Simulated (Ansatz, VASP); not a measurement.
One calculation of Re, two programs

```
CELL_PARAMETERS angstrom
2.76080 0.00000 0.00000
-1.38040 2.39092 0.00000
0.00000 0.00000 4.45820
ATOMIC_POSITIONS crystal
Re 0.33333 0.66667 0.25000
Re 0.66667 0.33333 0.75000
```

Alike in both runs: task single point; functional LDA; k mesh 9 × 9 × 4; occupations gaussian, width 0.1 eV; no spin polarisation.

|  | VASP | Ansatz |
| --- | --- | --- |
| version | VASP 6.6.1 | Ansatz 0.2.0 |
| potentials or method | VASP PAW LDA potentials, release 64 (Re) | scalar-relativistic, plane waves, PAW |
| plane-wave cutoff (eV) | 520 | 420 |
| valence electrons in the cell | 14 | 30 |

|  | VASP | Ansatz | Ansatz less VASP |
| --- | --- | --- | --- |
| gap on the k mesh at the Fermi level (eV) | none | none | - |
| pressure (GPa) | -8.9 | -10.2 | -1.26 |
| largest component of the traceless stress (GPa) | 0.68 | 0.56 | -0.120 |

A gap of «none» marks a metal or a gap that the smearing closes. The two sets of potentials don't hold the same shells in valence.

Spin-orbit coupling is left out, which matters for the levels of Re.
